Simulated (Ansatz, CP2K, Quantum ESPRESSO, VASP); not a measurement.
**Y: programs and potentials compared**

```
Y
1.0
     3.64740    0.00000    0.00000
    -1.82370    3.15874    0.00000
     0.00000    0.00000    5.73060
Y
2
Direct
  0.66667 0.33333 0.75000
  0.33333 0.66667 0.25000
```

Alike in all runs: task band structure; functional PBE; k mesh 8 × 8 × 5; occupations fermi-dirac, width 0.05 eV; no spin polarisation; no spin-orbit coupling. Pressure is positive in compression and, in plane waves, holds the error of the finite cutoff.

```json
{"program and potentials": "Ansatz, all-electron LAPW, scalar-relativistic", "plane-wave cutoff (eV)": "-", "notes": "-", "pressure (GPa)": "-0.12"}
{"program and potentials": "VASP, PBE PAW files Y_sv, 520 eV", "plane-wave cutoff (eV)": "520", "notes": "-", "pressure (GPa)": "-0.24"}
{"program and potentials": "Quantum ESPRESSO, PseudoDojo 0.4.1 SR PBE standard", "plane-wave cutoff (eV)": "980", "notes": "-", "pressure (GPa)": "-0.13"}
{"program and potentials": "CP2K, POTENTIAL_UZH Y GTH-PBE-q11; TZVP-MOLOPT-PBE-GTH basis", "plane-wave cutoff (eV)": "-", "notes": "atomic basis", "pressure (GPa)": "-0.09"}
```

The pressure spans -0.24 (VASP, PBE PAW files Y_sv, 520 eV) to -0.09 GPa (CP2K, POTENTIAL_UZH Y GTH-PBE-q11; TZVP-MOLOPT-PBE-GTH basis), with all-electron results at -0.12. Rows in atomic bases carry the error of their basis and grid, which can be large.

The functional is the same throughout but for its coding, so the spread measures potentials, basis and numerics; runs on potential files found faulty are left out.
